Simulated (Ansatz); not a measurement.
# Aluminium, simple cubic under PBEsol: from relaxation to bulk modulus, part 1 of 2

What does PBEsol give for aluminium in the simple cubic structure? We relax it, solve it on a dense k-mesh, then scale the cell to 7 volumes from 88 to 112 % of the relaxed one and try a fit of the equation of state. Spin polarisation is left out. The k-meshes are 12×12×12 for the relaxation; 19×19×19 for the dense run; 13×13×13 for the volumes.

This is Al in the simple cubic structure; at room conditions it is fcc.

Computed with Ansatz 0.2.0 (DFT PBEsol, plane waves (420 eV) with PAW, scalar-relativistic; the PAW data stem from PBE, with regenerated cores, unless a step says otherwise).

## 1. The structure to begin with

It takes space group Pm-3m (No. 221, cubic). The conventional cell has a = 2.617 Å, b = 2.617 Å, c = 2.617 Å, α = 90.00°, β = 90.00°, γ = 90.00°. Around Al (site symmetry m-3m) lie 6 Al at 2.62 Å.

Coordinates:

```
CELL_PARAMETERS angstrom
2.61737 0.00000 0.00000
0.00000 2.61737 0.00000
0.00000 0.00000 2.61737
ATOMIC_POSITIONS crystal
Al 0.00000 0.00000 0.00000
```

## 2. Geometry optimisation

File input.yaml:

```yaml
crystal:
  lattice:
    - [2.6173666896, 0.0, 0.0]
    - [0.0, 2.6173666896, 0.0]
    - [0.0, 0.0, 2.6173666896]
  atoms:
    - { symbol: Al, position: [0.0, 0.0, 0.0] }
hamiltonian:
  xc: pbesol
  pseudopotentials:
    kind: paw
    azcp:
      Al: "pseudopotentials/Al.paw.azcp"
basis:
  ecutwfc: 420
  fft_grid_basis: typed
kpoints:
  mp_grid: { grid: [12, 12, 12], shift: [0, 0, 0] }
magnetization:
  spin_polarized: false
scf:
  occupations: { method: fermi_dirac, width: 0.1 }
relax:
  max_steps: 60
  f_tol: 0.01
  cell: {}
```

The log of the run:

```text
Warning: <dir> the record states the generating functional pbe (its physics header spells it `PBE`), which answers neither for hamiltonian.xc's functional nor for the pbesol family's — results may be inconsistent (PPs are generated against a specific XC)
Warning: RAYON_NUM_THREADS=2 ignored (pool sized by the plan → 2); use --threads N
Engine: ansatz 0.2.0, x86_64-unknown-linux-gnu
Pseudopotentials: kind: paw
Pseudopotential: Al, paw, valence charge 3, recommended cutoff 420 eV (normal), <dir>
Functional definition: PBEsol
  exchange = pbesol_x
  correlation = pbesol_c
Crystal: 1 atoms, lattice volume = 17.931 Å³
Basis set: ecut = 420 eV, 365 PW (Γ), exchange–correlation on 36×36×36 points (8 copies of the dense FFT grid, shifted against one another)
Bands: 6, of which v1, the nominal top of the filled ones, is band 2 counted from 1 (1 counted from 0)
Symmetry: 48 space group operations
Space group: Pm-3m (ITA 221), of the structure as read, at distance tolerance 2.6e-5 Å
k-points: 84 of 1728
Non-local potential: Al, projectors of the file, l = 0: 2, l = 1: 2, l = 2: 1
PAW form: soft (Blöchl's): semilocal exchange-correlation on the pseudo side does not see the compensation charge
PAW frozen core: Al, regenerated for the run's functional, and the local potential with it (the file was generated under x = pbe(κ = 0.804, μ = 0.2195149727645171), c = pbe(β = 0.06672455060314922))
PAW one-centre angular grid: Al, 110 points (default); XC on 64 Gauss nodes
Initial density: superposition of atomic densities (neutral atoms: chi_scale 0, normalization atom), corrected by the library's trained network
Initial wavefunctions: pseudopotential atomic-orbital guess
Functional: x = pbesol(κ = 0.804, μ = 0.12345679012345678), c = pbesol(β = 0.046)
SCF iter   1: F=—  HF=-524.117377 eV  |F-HF|=—  |Δ(HF+E_count)|=         —  Δρ=2.06e-3  dr2=1.07e-3  ethr=1.77e-3  ⟨swp⟩=4.9  Hψ=4577  notcnv=0
preconditioner: auto → none  [metal: Δε(μ)=0.102 eV  Ē_g=12.753 eV  σ=0.100 eV  W_gap=0.25  n_scr=0 (ndim 8)  ℏωp=15.2 eV  f_vac=0.000  D(μ)=0.40/eV (n_scr^D=0)]
SCF iter   2: F=—  HF=-524.117077 eV  |F-HF|=—  |Δ(HF+E_count)|=   3.01e-4  Δρ=9.17e-4  dr2=2.05e-4  ethr=3.57e-5  ⟨swp⟩=1.0  Hψ=1176  notcnv=0
SCF iter   3: F=—  HF=-524.117019 eV  |F-HF|=—  |Δ(HF+E_count)|=   5.81e-5  Δρ=4.79e-5  dr2=2.63e-7  ethr=6.85e-6  ⟨swp⟩=1.9  Hψ=668  notcnv=0
SCF iter   4: F=—  HF=-524.116965 eV  |F-HF|=—  |Δ(HF+E_count)|=   5.32e-5  Δρ=9.93e-6  dr2=2.40e-8  ethr=8.76e-9  ⟨swp⟩=2.0  Hψ=676  notcnv=0
iter 5 did not close the SCF: its close was put off for the readings that it lacked (scf_convergence_deferred on its scf_iter line)
SCF iter   5: F=-524.116965 eV  HF=-524.116965 eV  |F-HF|=8.01e-11  |Δ(HF+E_count)|=   5.82e-9  Δρ=1.11e-6  dr2=2.90e-10  ethr=7.99e-10  ⟨swp⟩=1.4  Hψ=589  notcnv=0
SCF iter   6: F=-524.116965 eV  HF=-524.116965 eV  |F-HF|=2.27e-13  |Δ(HF+E_count)|=  5.97e-11  Δρ=5.94e-8  dr2=8.24e-13  ethr=9.66e-12  ⟨swp⟩=1.0  Hψ=1416  notcnv=0
SCF 1 converged in 6 iterations: F = -524.116965 eV  dr2 = 8.24e-13
relax step   1: F+E_penalty+E_count = -524.11696525 eV  Δ(F+E_penalty+E_count) = +0.000e0 eV  max|allowed force component| = 0.000e0 eV/Å  Δτ_max = 0.0000 Å  P = +6.929 GPa  Ω = 17.931 Å³  (6 SCF iters, dr2 threshold 1.00e-7 eV, accepted)
Crystal: 1 atoms, lattice volume = 19.365 Å³
Basis set: ecut = 420 eV, 389 PW (Γ), exchange–correlation on 36×36×36 points (8 copies of the dense FFT grid, shifted against one another)
Initial density: handed on by an earlier stage of this run
Initial wavefunctions: those handed on with the density
iter 1 solved again at ethr=9.53e-6 eV; its pass at ethr=3.10e-3 eV (dr2=2.86e-4 eV) is discarded
SCF iter   1: F=—  HF=-524.151099 eV  |F-HF|=—  |Δ(HF+E_count)|=         —  Δρ=1.35e-3  dr2=3.01e-4  ethr=9.53e-6  ⟨swp⟩=1.5  Hψ=5287  notcnv=0
preconditioner: auto → none  [metal: Δε(μ)=0.046 eV  Ē_g=12.187 eV  σ=0.100 eV  W_gap=0.11  n_scr=0 (ndim 8)  ℏωp=14.6 eV  f_vac=0.000  D(μ)=0.47/eV (n_scr^D=0)]
SCF iter   2: F=—  HF=-524.150684 eV  |F-HF|=—  |Δ(HF+E_count)|=   4.16e-4  Δρ=6.76e-4  dr2=7.28e-5  ethr=9.53e-6  ⟨swp⟩=1.0  Hψ=504  notcnv=0
SCF iter   3: F=—  HF=-524.150556 eV  |F-HF|=—  |Δ(HF+E_count)|=   1.28e-4  Δρ=1.21e-5  dr2=2.99e-8  ethr=2.43e-6  ⟨swp⟩=1.6  Hψ=570  notcnv=0
SCF iter   4: F=-524.150468 eV  HF=-524.150468 eV  |F-HF|=2.38e-10  |Δ(HF+E_count)|=   8.85e-5  Δρ=2.82e-6  dr2=8.25e-10  ethr=9.98e-10  ⟨swp⟩=3.8  Hψ=1142  notcnv=0
SCF 2 converged in 4 iterations: F = -524.150468 eV  dr2 = 8.25e-10
relax step   2: F+E_penalty+E_count = -524.15046752 eV  Δ(F+E_penalty+E_count) = -3.350e-2 eV  max|allowed force component| = 0.000e0 eV/Å  Δτ_max = 0.0000 Å  P = +1.023 GPa  Ω = 19.365 Å³  energy of the carried Pulay correction = -3.260e-4 eV  (4 SCF iters, dr2 threshold 1.00e-7 eV, accepted)
Crystal: 1 atoms, lattice volume = 19.638 Å³
iter 1 solved again at ethr=2.45e-7 eV; its pass at ethr=3.10e-3 eV (dr2=7.34e-6 eV) is discarded
SCF iter   1: F=—  HF=-524.151496 eV  |F-HF|=—  |Δ(HF+E_count)|=         —  Δρ=2.31e-4  dr2=9.04e-6  ethr=2.45e-7  ⟨swp⟩=2.0  Hψ=4976  notcnv=0
preconditioner: auto → none  [metal: Δε(μ)=0.096 eV  Ē_g=12.083 eV  σ=0.100 eV  W_gap=0.24  n_scr=0 (ndim 8)  ℏωp=14.5 eV  f_vac=0.000  D(μ)=0.47/eV (n_scr^D=0)]
SCF iter   2: F=—  HF=-524.151392 eV  |F-HF|=—  |Δ(HF+E_count)|=   1.03e-4  Δρ=1.16e-4  dr2=2.20e-6  ethr=2.45e-7  ⟨swp⟩=1.0  Hψ=506  notcnv=0
SCF iter   3: F=-524.151389 eV  HF=-524.151389 eV  |F-HF|=2.64e-10  |Δ(HF+E_count)|=   3.79e-6  Δρ=1.38e-6  dr2=3.01e-10  ethr=3.33e-9  ⟨swp⟩=2.8  Hψ=1524  notcnv=0
SCF 3 converged in 3 iterations: F = -524.151389 eV  dr2 = 3.01e-10
relax step   3: F+E_penalty+E_count = -524.15138852 eV  Δ(F+E_penalty+E_count) = -9.210e-4 eV  max|allowed force component| = 0.000e0 eV/Å  Δτ_max = 0.0000 Å  P = +0.141 GPa  Ω = 19.638 Å³  energy of the carried Pulay correction = -3.850e-4 eV  (3 SCF iters, dr2 threshold 1.00e-7 eV, accepted)
Crystal: 1 atoms, lattice volume = 19.682 Å³
iter 1 solved again at ethr=6.05e-9 eV; its pass at ethr=3.10e-3 eV (dr2=1.81e-7 eV) is discarded
SCF iter   1: F=—  HF=-524.151491 eV  |F-HF|=—  |Δ(HF+E_count)|=         —  Δρ=3.63e-5  dr2=2.23e-7  ethr=6.05e-9  ⟨swp⟩=2.0  Hψ=4926  notcnv=0
preconditioner: auto → none  [metal: Δε(μ)=0.096 eV  Ē_g=12.067 eV  σ=0.100 eV  W_gap=0.24  n_scr=0 (ndim 8)  ℏωp=14.5 eV  f_vac=0.000  D(μ)=0.48/eV (n_scr^D=0)]
SCF iter   2: F=—  HF=-524.151399 eV  |F-HF|=—  |Δ(HF+E_count)|=   9.17e-5  Δρ=1.89e-5  dr2=5.71e-8  ethr=6.05e-9  ⟨swp⟩=2.0  Hψ=629  notcnv=0
SCF iter   3: F=-524.151399 eV  HF=-524.151399 eV  |F-HF|=5.24e-11  |Δ(HF+E_count)|=   9.41e-8  Δρ=8.46e-7  dr2=4.33e-11  ethr=1.66e-9  ⟨swp⟩=3.3  Hψ=1056  notcnv=0
SCF 4 converged in 3 iterations: F = -524.151399 eV  dr2 = 4.33e-11
relax step   4: F+E_penalty+E_count = -524.15139893 eV  Δ(F+E_penalty+E_count) = -1.041e-5 eV  max|allowed force component| = 0.000e0 eV/Å  Δτ_max = 0.0000 Å  P = +0.003 GPa  Ω = 19.682 Å³  energy of the carried Pulay correction = -3.946e-4 eV  (3 SCF iters, dr2 threshold 4.98e-8 eV, accepted)
Basis set: ecut = 420 eV, 389 PW (Γ), exchange–correlation on 40×40×40 points (8 copies of the dense FFT grid, shifted against one another)
Initial wavefunctions: pseudopotential atomic-orbital guess (no wavefunctions were taken with the density)
iter 1 solved again at ethr=1.58e-8 eV; its pass at ethr=3.10e-3 eV (dr2=4.73e-7 eV) is discarded
SCF iter   1: F=—  HF=-524.152089 eV  |F-HF|=—  |Δ(HF+E_count)|=         —  Δρ=6.78e-5  dr2=8.14e-8  ethr=1.58e-8  ⟨swp⟩=3.1  Hψ=6118  notcnv=0
preconditioner: auto → none  [metal: Δε(μ)=0.096 eV  Ē_g=12.066 eV  σ=0.100 eV  W_gap=0.24  n_scr=0 (ndim 8)  ℏωp=14.5 eV  f_vac=0.000  D(μ)=0.48/eV (n_scr^D=0)]
SCF iter   2: F=—  HF=-524.152119 eV  |F-HF|=—  |Δ(HF+E_count)|=   3.08e-5  Δρ=3.41e-5  dr2=2.02e-8  ethr=2.71e-9  ⟨swp⟩=2.0  Hψ=627  notcnv=0
SCF iter   3: F=—  HF=-524.152120 eV  |F-HF|=—  |Δ(HF+E_count)|=   8.10e-8  Δρ=9.63e-7  dr2=1.12e-10  ethr=6.73e-10  ⟨swp⟩=1.9  Hψ=626  notcnv=0
SCF iter   4: F=-524.152120 eV  HF=-524.152120 eV  |F-HF|=1.14e-13  |Δ(HF+E_count)|=  2.59e-11  Δρ=5.28e-8  dr2=2.80e-13  ethr=1.00e-12  ⟨swp⟩=4.6  Hψ=1243  notcnv=0
SCF 5 converged in 4 iterations: F = -524.152120 eV  dr2 = 2.80e-13
relax step   5: F+E_penalty+E_count = -524.15211954 eV  Δ(F+E_penalty+E_count) = -7.206e-4 eV  max|allowed force component| = 0.000e0 eV/Å  Δτ_max = 0.0000 Å  P = +0.069 GPa  Ω = 19.682 Å³  stress off target by 6.88e-2 GPa  SCF on the basis re-selected at this cell (its energy is not comparable with the rows above)  (4 SCF iters)
basis re-selected at this cell: Δ(F+E_penalty+E_count) = -7.206e-4 eV, ΔP = +0.066 GPa vs the last step (what re-selecting the basis moved, of the pressure what is left beyond the Pulay correction that the steps carried, after the strain that the cell walked since its last selection, with what the two solves' SCF thresholds leave and, on support functions, any second-order correction that the steps lacked; it is no measure of the basis error at this ecutwfc). The dense FFT grid was sized anew with the basis: this SCF ran on 20×20×20 points, the steps before it on 18×18×18, so part of this shift can come from that change (see relax.cell in the input reference). This SCF's stress stands 6.88e-2 GPa from its target on what of the cell is left free (relax.cell.stress_tol is 5.00e-2 GPa) and its largest allowed force component is 0.00e0 eV/Å (relax.f_tol is 1.00e-2 eV/Å): not within both, so this SCF does not close the relaxation
Crystal: 1 atoms, lattice volume = 19.704 Å³
iter 1 solved again at ethr=1.54e-9 eV; its pass at ethr=3.10e-3 eV (dr2=4.62e-8 eV) is discarded
SCF iter   1: F=—  HF=-524.152088 eV  |F-HF|=—  |Δ(HF+E_count)|=         —  Δρ=1.85e-5  dr2=5.68e-8  ethr=1.54e-9  ⟨swp⟩=2.0  Hψ=4955  notcnv=0
preconditioner: auto → none  [metal: Δε(μ)=0.096 eV  Ē_g=12.058 eV  σ=0.100 eV  W_gap=0.24  n_scr=0 (ndim 8)  ℏωp=14.5 eV  f_vac=0.000  D(μ)=0.48/eV (n_scr^D=0)]
SCF iter   2: F=—  HF=-524.152118 eV  |F-HF|=—  |Δ(HF+E_count)|=   3.07e-5  Δρ=9.01e-6  dr2=1.37e-8  ethr=1.54e-9  ⟨swp⟩=2.1  Hψ=628  notcnv=0
SCF iter   3: F=-524.152118 eV  HF=-524.152118 eV  |F-HF|=2.84e-12  |Δ(HF+E_count)|=   2.43e-8  Δρ=6.74e-7  dr2=6.68e-11  ethr=3.95e-10  ⟨swp⟩=3.3  Hψ=1059  notcnv=0
SCF 6 converged in 3 iterations: F = -524.152118 eV  dr2 = 6.68e-11
relax step   6: F+E_penalty+E_count = -524.15211841 eV  Δ(F+E_penalty+E_count) = +1.130e-6 eV  max|allowed force component| = 0.000e0 eV/Å  Δτ_max = 0.0000 Å  P = +0.001 GPa  Ω = 19.704 Å³  energy of the carried Pulay correction = -5.967e-6 eV  (3 SCF iters, dr2 threshold 1.18e-8 eV, accepted)
iter 1 solved again at ethr=1.09e-8 eV; its pass at ethr=3.10e-3 eV (dr2=3.28e-7 eV) is discarded
SCF iter   1: F=—  HF=-524.152093 eV  |F-HF|=—  |Δ(HF+E_count)|=         —  Δρ=2.07e-6  dr2=3.81e-10  ethr=1.09e-8  ⟨swp⟩=3.0  Hψ=6127  notcnv=0
SCF iter   2: F=—  HF=-524.152124 eV  |F-HF|=—  |Δ(HF+E_count)|=   3.08e-5  Δρ=5.50e-7  dr2=1.00e-11  ethr=1.27e-11  ⟨swp⟩=2.4  Hψ=698  notcnv=0
SCF iter   3: F=-524.152124 eV  HF=-524.152124 eV  |F-HF|=5.46e-12  |Δ(HF+E_count)|=  1.14e-11  Δρ=3.09e-7  dr2=2.93e-12  ethr=1.00e-12  ⟨swp⟩=3.8  Hψ=1146  notcnv=0
SCF 7 converged in 3 iterations: F = -524.152124 eV  dr2 = 2.93e-12
relax step   7: F+E_penalty+E_count = -524.15212375 eV  Δ(F+E_penalty+E_count) = -5.339e-6 eV  max|allowed force component| = 0.000e0 eV/Å  Δτ_max = 0.0000 Å  P = +0.001 GPa  Ω = 19.704 Å³  stress off target by 1.43e-3 GPa  SCF on the basis re-selected at this cell (its energy is not comparable with the rows above)  (3 SCF iters)
basis re-selected at this cell: Δ(F+E_penalty+E_count) = -5.339e-6 eV, ΔP = +0.000 GPa vs the last step (what re-selecting the basis moved, of the pressure what is left beyond the Pulay correction that the steps carried, after the strain that the cell walked since its last selection, with what the two solves' SCF thresholds leave and, on support functions, any second-order correction that the steps lacked; it is no measure of the basis error at this ecutwfc). This SCF's stress stands 1.43e-3 GPa from its target on what of the cell is left free (relax.cell.stress_tol is 5.00e-2 GPa) and its largest allowed force component is 0.00e0 eV/Å (relax.f_tol is 1.00e-2 eV/Å): within both
SCF converged after 3 iterations
Free energy (F): -524.152124 eV
Harris-Foulkes:  -524.152124 eV  (|F-HF|=5.46e-12)
Internal energy: -524.135907 eV  (E = F + TS)
E sigma→0 (E₀):  -524.144015 eV
Entropy (-TS):   -0.016217 eV (-16.217 meV/atom)
Fermi energy:    5.733238 eV
--- Per-component energies (eV) ---
  E_band       = 5.947681
  E_kinetic    = 21.190356
  E_local      = 4.629036  (includes V_loc(G=0)·N_el)
  E_nonlocal   = 10.956441
  E_hartree    = 0.405353
  E_xc         = -38.498809
  E_vxc        = -27.959177  (∫ρ·V_xc dr)
  E_paw        = -454.768110  (= ΣΔE_a)
  E_vpaw       = -3.679678  (= ΣTr[D̂ρ^β])
  E_aug_tail   = -0.000002  (compensation charges beyond the density's cutoff)
  E_ewald      = -68.069312
  E_core_change = 0.019139  (= ΣΔE_core)
  E_smearing   = -0.016217  (= −TS)
  E_closure    = 0.000000  (closes the sum)
  Σ components = -524.152124   (vs F -524.152124, Δ=0.00e0)
--- Forces (eV/Å), atoms counted from 1 ---
  atom   1  Al     0.00000000     0.00000000    -0.00000000
  max |Σ_I F_I| component: 3.85e-34 eV/Å
--- Stress (GPa, compression-positive) ---
        0.001426       0.000000       0.000000
        0.000000       0.001426       0.000000
        0.000000       0.000000       0.001426
  P = ⅓ Tr σ = 0.0014 GPa (0.014 kbar)
--- Relaxed structure (5 steps of the walk, 5 accepted, 2 SCFs on fresh bases) ---
  F+E_penalty+E_count = -524.15212375 eV   max|allowed force component| = 0.000e0 eV/Å   (the final SCF, on the basis selected at the relaxed cell)
  cell:  # Å, volume = 19.7040 Å³
    - [2.7009579765012584, -2.6802525059389028e-33, -1.2839532962581572e-34]
    - [-2.6802525059389028e-33, 2.7009579765012584, 1.2839532962581572e-34]
    - [-1.2839532962581572e-34, 1.2839532962581572e-34, 2.7009579765012584]
  atoms:
    - { symbol: Al, position: [0.0, 0.0, 0.0] }
```

Wall time 2.5 s (2 threads of an x86-64 CPU, shared host); peak memory 0.4 GiB.

Relaxation path:

```tsv
step	energy change (meV/atom)	largest force (eV/Å)	pressure (GPa)	volume (Å³/atom)
1	0.00	0.0000	6.93	17.931
2	-33.50	0.0000	1.02	19.365
3	-34.42	0.0000	0.14	19.638
4	-34.43	0.0000	0.00	19.682
5	-35.15	0.0000	0.07	19.682
6	-35.15	0.0000	0.00	19.704
7	-35.16	0.0000	0.00	19.704
```

Steps that repeat a cell are solved on a basis chosen anew, so their changes of energy are no gain of the relaxation.

The cell of the run, before and after:

|  | before | after | change |
| --- | --- | --- | --- |
| a (Å) | 2.617 | 2.701 | +3.2 % |
| b (Å) | 2.617 | 2.701 | +3.2 % |
| c (Å) | 2.617 | 2.701 | +3.2 % |
| volume (Å³/atom) | 17.931 | 19.704 | +9.9 % |
| shortest distance (Å) | 2.617 | 2.701 | +3.2 % |
| space group (spins left aside) | Pm-3m | Pm-3m | same |

## 3. Single point on a dense mesh

File input.yaml:

```yaml
crystal:
  lattice:
    - [2.7009579765, 0.0, 0.0]
    - [0.0, 2.7009579765, 0.0]
    - [0.0, 0.0, 2.7009579765]
  atoms:
    - { symbol: Al, position: [0.0, 0.0, 0.0] }
hamiltonian:
  xc: pbesol
  pseudopotentials:
    kind: paw
    azcp:
      Al: "pseudopotentials/Al.paw.azcp"
basis:
  ecutwfc: 420
  fft_grid_basis: typed
kpoints:
  mp_grid: { grid: [19, 19, 19], shift: [0, 0, 0] }
magnetization:
  spin_polarized: false
scf:
  occupations: { method: fermi_dirac, width: 0.1 }
```

The log of the run, shortened:

```text
Warning: <dir> the record states the generating functional pbe (its physics header spells it `PBE`), which answers neither for hamiltonian.xc's functional nor for the pbesol family's — results may be inconsistent (PPs are generated against a specific XC)
Warning: RAYON_NUM_THREADS=2 ignored (pool sized by the plan → 2); use --threads N
[...]
Pseudopotentials: kind: paw
Pseudopotential: Al, paw, valence charge 3, recommended cutoff 420 eV (normal), <dir>
Functional definition: PBEsol
[...]
Crystal: 1 atoms, lattice volume = 19.704 Å³
Basis set: ecut = 420 eV, 389 PW (Γ)
Bands: 6, of which v1, the nominal top of the filled ones, is band 2 counted from 1 (1 counted from 0)
Symmetry: 48 space group operations
Space group: Pm-3m (ITA 221), of the structure as read, at distance tolerance 2.7e-5 Å
k-points: 220 of 6859
[...]
SCF iter   1: F=—  HF=-524.153100 eV  |F-HF|=—  |Δ(HF+E_count)|=         —  Δρ=2.26e-3  dr2=1.51e-3  ethr=1.77e-3  ⟨swp⟩=4.7  Hψ=11904  notcnv=0
[...]
SCF iter   6: F=-524.152619 eV  HF=-524.152619 eV  |F-HF|=1.14e-13  |Δ(HF+E_count)|=  1.31e-10  Δρ=9.77e-8  dr2=1.93e-12  ethr=2.72e-11  ⟨swp⟩=1.0  Hψ=3638  notcnv=0
[...]
SCF converged after 6 iterations
Free energy (F): -524.152619 eV
[...]
E sigma→0 (E₀):  -524.144229 eV
Entropy (-TS):   -0.016780 eV (-16.780 meV/atom)
Fermi energy:    5.726139 eV
[...]
```

Run time: 0.9 s. Hardware: 2 threads of an x86-64 CPU, shared host; peak memory 0.39 GiB.

## 4. Volume × 0.88

File input.yaml:

```yaml
crystal:
  lattice:
    - [2.5882847363, 0.0, 0.0]
    - [0.0, 2.5882847363, 0.0]
    - [0.0, 0.0, 2.5882847363]
  atoms:
    - { symbol: Al, position: [0.0, 0.0, 0.0] }
hamiltonian:
  xc: pbesol
  pseudopotentials:
    kind: paw
    azcp:
      Al: "pseudopotentials/Al.paw.azcp"
basis:
  ecutwfc: 420
  fft_grid_basis: typed
kpoints:
  mp_grid: { grid: [13, 13, 13], shift: [0, 0, 0] }
magnetization:
  spin_polarized: false
scf:
  occupations: { method: fermi_dirac, width: 0.1 }
  lower_state_search: "off"
output:
  stress: true
```

The log of the run, shortened:

```text
Warning: <dir> the record states the generating functional pbe (its physics header spells it `PBE`), which answers neither for hamiltonian.xc's functional nor for the pbesol family's — results may be inconsistent (PPs are generated against a specific XC)
Warning: RAYON_NUM_THREADS=2 ignored (pool sized by the plan → 2); use --threads N
[...]
Pseudopotentials: kind: paw
Pseudopotential: Al, paw, valence charge 3, recommended cutoff 420 eV (normal), <dir>
Functional definition: PBEsol
[...]
Crystal: 1 atoms, lattice volume = 17.339 Å³
Basis set: ecut = 420 eV, 341 PW (Γ)
Bands: 6, of which v1, the nominal top of the filled ones, is band 2 counted from 1 (1 counted from 0)
Symmetry: 48 space group operations
Space group: Pm-3m (ITA 221), of the structure as read, at distance tolerance 2.6e-5 Å
k-points: 84 of 2197
[...]
SCF iter   1: F=—  HF=-524.081604 eV  |F-HF|=—  |Δ(HF+E_count)|=         —  Δρ=1.80e-3  dr2=7.56e-4  ethr=1.77e-3  ⟨swp⟩=4.8  Hψ=4483  notcnv=0
[...]
SCF iter   6: F=-524.081345 eV  HF=-524.081345 eV  |F-HF|=0.00e0  |Δ(HF+E_count)|=  3.43e-11  Δρ=5.81e-8  dr2=5.63e-13  ethr=8.10e-12  ⟨swp⟩=1.0  Hψ=1388  notcnv=0
[...]
SCF converged after 6 iterations
Free energy (F): -524.081345 eV
[...]
E sigma→0 (E₀):  -524.073328 eV
Entropy (-TS):   -0.016035 eV (-16.035 meV/atom)
Fermi energy:    6.928916 eV
[...]
--- Stress (GPa, compression-positive) ---
       10.273895       0.000000      -0.000000
       -0.000000      10.273895      -0.000000
       -0.000000      -0.000000      10.273895
  P = ⅓ Tr σ = 10.2739 GPa (102.739 kbar)
```

Run time: 0.54 s. Hardware: 2 threads of an x86-64 CPU, shared host; peak memory 0.36 GiB.

## 5. Volume × 0.92

input.yaml: that of step 4 with these lines changed.

```diff
@@ -2,5 +2,5 @@
   lattice:
-    - [2.5882847363, 0.0, 0.0]
-    - [0.0, 2.5882847363, 0.0]
-    - [0.0, 0.0, 2.5882847363]
+    - [2.626921548, 0.0, 0.0]
+    - [0.0, 2.626921548, 0.0]
+    - [0.0, 0.0, 2.626921548]
   atoms:
```

The log of the run, shortened:

```text
Warning: <dir> the record states the generating functional pbe (its physics header spells it `PBE`), which answers neither for hamiltonian.xc's functional nor for the pbesol family's — results may be inconsistent (PPs are generated against a specific XC)
Warning: RAYON_NUM_THREADS=2 ignored (pool sized by the plan → 2); use --threads N
[...]
Pseudopotentials: kind: paw
Pseudopotential: Al, paw, valence charge 3, recommended cutoff 420 eV (normal), <dir>
Functional definition: PBEsol
[...]
Crystal: 1 atoms, lattice volume = 18.128 Å³
Basis set: ecut = 420 eV, 365 PW (Γ)
Bands: 6, of which v1, the nominal top of the filled ones, is band 2 counted from 1 (1 counted from 0)
Symmetry: 48 space group operations
Space group: Pm-3m (ITA 221), of the structure as read, at distance tolerance 2.6e-5 Å
k-points: 84 of 2197
[...]
SCF iter   1: F=—  HF=-524.121610 eV  |F-HF|=—  |Δ(HF+E_count)|=         —  Δρ=2.00e-3  dr2=1.02e-3  ethr=1.77e-3  ⟨swp⟩=4.8  Hψ=4540  notcnv=0
[...]
SCF iter   6: F=-524.121277 eV  HF=-524.121277 eV  |F-HF|=1.14e-13  |Δ(HF+E_count)|=  3.49e-11  Δρ=5.99e-8  dr2=5.56e-13  ethr=9.77e-12  ⟨swp⟩=1.0  Hψ=1389  notcnv=0
[...]
SCF converged after 6 iterations
Free energy (F): -524.121277 eV
[...]
E sigma→0 (E₀):  -524.112900 eV
Entropy (-TS):   -0.016755 eV (-16.755 meV/atom)
Fermi energy:    6.501103 eV
[...]
--- Stress (GPa, compression-positive) ---
        6.107847       0.000000       0.000000
        0.000000       6.107847      -0.000000
        0.000000      -0.000000       6.107847
  P = ⅓ Tr σ = 6.1078 GPa (61.078 kbar)
```

It took 0.56 s on 2 threads of an x86-64 CPU, shared host; peak memory 0.38 GiB.

(Continued in part 2 of 2.)
